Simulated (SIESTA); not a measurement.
HfO2:

```xyz
12
Lattice="5.1180 0.0000 0.0000 0.0000 5.1857 0.0000 -0.8587 0.0000 5.2139" Properties=species:S:1:pos:R:3 pbc="T T T"
Hf    0.8021    2.3870    3.6914
Hf    3.0279    4.9798    4.1294
Hf    3.4573    2.7987    1.5224
Hf    1.2314    0.2059    1.0845
O    -0.3473    0.8733    4.4146
O     4.1773    3.4661    3.4062
O     4.6066    4.3124    0.7993
O     0.0821    1.7196    1.8076
O     1.4549    3.8473    5.1101
O     2.3751    1.2544    2.7107
O     2.8045    1.3384    0.1038
O     1.8842    3.9313    2.5032
```

Base run:

| Property | Result |
| --- | --- |
| Program | SIESTA 5.4.2 |
| Functional | PBE |
| Potentials or basis | PseudoDojo 0.4 standard (PBE files) |
| Basis | DZ (energy shift 0.003 Ry; two zetas on semicore shells) |
| Grid cutoff | 800 Ry |
| Energy shift | 0.003 Ry |
| k mesh | 5 × 5 × 5 |
| Occupations | fermi-dirac, width 0.05 eV |
| Spin | no spin polarisation |

Its results: band gap on the k mesh 4.03 eV, indirect (least direct gap 4.10 eV); pressure 8.6 GPa; largest force 0.511 eV/Å.

Problem. The run is repeated on the same cell with these changes: functional from PBE to BLYP; basis from DZ (energy shift 0.003 Ry; two zetas on semicore shells) to DZP (energy shift 0.003 Ry; two zetas on semicore shells). What comes out?

Solution. Band gap on the k mesh 4.03 eV, indirect (least direct gap 4.10 eV); pressure 15.2 GPa; largest force 0.564 eV/Å.

Several settings changed at once, so the effect can't be laid on one alone.

Caveats: short orbitals over semicore shells can move pressures by several GPa; spin-orbit coupling is left out, which moves the levels of the heavy elements; the basis of atomic orbitals isn't converged, which shifts pressures, moduli and gaps; the basis has no polarisation orbitals (some runs); so large a pressure means that the cell lies far from this level's equilibrium, or that cutoff or potentials fall short (some runs); the potentials were made for another functional, which shifts forces and pressure (some runs).

A k mesh can miss the band edges.
